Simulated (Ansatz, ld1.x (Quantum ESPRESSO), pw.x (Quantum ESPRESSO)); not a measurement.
## From atom to crystal: PAW potential for beryllium (Be)

Be, PAW, made with ld1.x (Quantum ESPRESSO) 7.5 (PBE, scalar-relativistic). Core [He], reference 2s2 2p0. Waves: 2s (bound): rcut 1.70, rcutus 2.20 bohr; 2s channel at 0.05 Ry: rcut 1.70, rcutus 2.20 bohr; 2p (bound, empty): rcut 3.50, rcutus 4.20 bohr; 2p channel at 0.2 Ry: rcut 3.50, rcutus 4.20 bohr; 3d channel at 0.3 Ry: rcut 2.85, rcutus 3.30 bohr; 3d channel at 1.9 Ry: rcut 2.85, rcutus 3.30 bohr. Local part: all-electron potential smoothed inside 3.65 bohr (lloc = -1). Core correction: Bessel-smoothed model core inside 1.25 bohr. Augmentation charge: PSQ, radius 1.35 bohr.

Crystal test: bcc Be in pw.x 7.5, no spin, 18³ k-points, Fermi–Dirac smearing 0.01 Ry, cutoffs 40/360 Ry. The reference is all-electron LAPW (Ansatz 0.2.0) with the same functional, mesh and smearing; V0 and B0 come from Birch–Murnaghan fits to the pressures at five volumes. Errors are pseudo minus all-electron; Δ is the rms difference of the E(V) curves that follow from these fits, minima aligned, over ±6 % about the mean V0. Mesh and smearing are coarse, so the numbers serve the comparison and aren't converged zero-temperature values; the lattice is a test structure that the element need not adopt.

All-electron: a0 = 2.501 Å (V0 = 7.82 Å³/atom), B0 = 122.0 GPa.

**Question.** How far does the potential miss the all-electron equation of state?

**Answer.** mean pressure error (GPa): +43.08. The pressure does not cross zero within the volumes sampled, so no fit is given. The largest radius (4.20 bohr) exceeds half the bond length (2.05 bohr), so the spheres overlap, which is one possible source of error among others. This is a poor potential for the solid. The atomic tests give no hint of an error of this size, and its cause was not traced.

```tsv
V (Å³/atom)	P all-electron (GPa)	P pseudo (GPa)
7.430	6.89	50.72
7.625	3.27	46.82
7.821	0.04	43.21
8.017	-2.85	39.85
8.212	-5.43	36.73
```

**Question.** At the middle volume, how do free energy and pressure move when the wave cutoff is lowered (ecutrho held at 360 Ry)?

**Answer.**

```csv
cutoff (Ry),shift of F (meV/atom),shift of P (GPa)
18,+0.7,+0.03
24,+0.3,+0.01
32,+0.1,+0.01
```

The run at the middle volume (195 k-points, 6 iterations) took about 7 s on one core of a shared host (Neoverse-V1, 32 threads, 247 GiB, load 11).
